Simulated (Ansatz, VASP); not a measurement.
# Two plane-wave programs on GaN

```
CELL_PARAMETERS angstrom
0.02249 2.27144 2.27144
2.27144 0.02249 2.27144
2.27144 2.27144 0.02249
ATOMIC_POSITIONS crystal
Ga 0.00066 0.00066 0.00066
N 0.24934 0.24934 0.24934
```

Change from the starting cell: shear_111 strain +1.5%.

Alike in both runs: task single point; functional r2SCAN; k mesh 10 × 10 × 10; no spin polarisation.

|  | VASP | Ansatz |
| --- | --- | --- |
| version | VASP 6.6.1 | Ansatz 0.2.0 |
| potentials or method | VASP PAW PBE potentials, release 64 (Ga_d, N) | plane waves, PAW |
| plane-wave cutoff (eV) | 520 | 500 |
| occupations | gaussian, width 0.01 eV | fixed |
| valence electrons in the cell | 18 | 18 |

```csv
,VASP,Ansatz,Ansatz less VASP
gap on the k mesh at the Fermi level (eV),2.02,2.03,+0.008
pressure (GPa),-1.6,-2.8,-1.18
largest component of the traceless stress (GPa),1.62,1.59,-0.026
```

Caveats: the PAW data sets were made with another functional, which shifts forces and pressure a little (VASP).
